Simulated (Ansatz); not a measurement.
# MgO: strain energy, fitted

MgO, Fm-3m, a = 4.204 Å. Ansatz: r2SCAN, PAW, 500 eV, Γ-centred 8×8×6 mesh on 4 atoms, Gaussian smearing 0.02 eV; no spin polarisation. Series: biaxial strain in the a-b plane, c and atoms relaxed; x is the strain in per cent. The axes a, b, c are those of the computed cell (2.973, 2.973, 4.204 Å), along [1 1 0], [-1 1 0], [0 0 1] of the cell named above. y is the free energy over the unstrained cell, V0 = 9.290 Å³/atom.

```
x (%) y (meV/atom)
 -3.0         20.50
 -2.0             ?
 -1.0          2.10
  0.0          0.00
  1.0          1.93
  2.0          7.45
  3.0         16.13
```

Task: Fit y = c2 x² + c3 x³ to the other rows, turn c2 into a modulus, and predict the missing energy.

Result: Least squares on the rows shown. y = 2.0339 x² − 0.081131 x³. In eV per unit strain² c2 is 20.34; M is the biaxial modulus (E = M V0 ε²): 20.34 × 160.2 / (9.290) = 351 GPa. At x = -2.0 the fit asked for gives 8.78 meV/atom. The run gave 8.75 meV/atom, so the fit is 0.03 meV/atom too high, within twice the rms miss on the fitted rows (0.02 meV/atom).